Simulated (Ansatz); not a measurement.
Wanted: the native input for an Ansatz 0.2.0 run.

* Task: single point
* Functional: LDA
* Potentials or basis: Ansatz PAW
* Cutoff: 420 eV (not typed: the program's choice for these potentials)
* k mesh: 8 × 8 × 8
* Occupations: gaussian, width 0.05 eV
* Spin: no spin polarisation

Crystal: HgSe.

```
Hg Se
1.0
     0.00000    3.03900    3.03900
     3.03900    0.00000    3.03900
     3.03900    3.03900    0.00000
Hg Se
1 1
Direct
  0.00000 0.00000 0.00000
  0.75000 0.75000 0.75000
```

These files were run (other wordings do the same):

input.yaml

```yaml
crystal:
  lattice:
    - [0.0, 3.039, 3.039]
    - [3.039, 0.0, 3.039]
    - [3.039, 3.039, 0.0]
  atoms:
    - { symbol: Hg, position: [0.0, 0.0, 0.0] }
    - { symbol: Se, position: [0.75, 0.75, 0.75] }
hamiltonian:
  xc: lda
  pseudopotentials: { kind: paw }
kpoints:
  mp_grid: { grid: [8, 8, 8] }
scf:
  occupations: { method: gaussian, width: 0.05 }
output:
  forces: true
  stress: true
  eigenvalues: true
```

Potentials or basis: Ansatz PAW.

The run is started by

```sh
$ ansatz run input.yaml --threads 2 --pin off --max-ram 5632MiB --backend cpu --events-out ev --progress --plain --runs-dir out
```

Results of the run:

The pressure is -0.4 GPa and the band gap on the k mesh is none (metal or under the smearing width).

Caveat: the PAW data sets come from PBE, with cores solved anew for the run's functional, which leaves a small shift of forces and pressure.

Run time: 1.6 s on 2 threads of Arm Neoverse V1, on a shared host, peak memory 0.33 GiB.
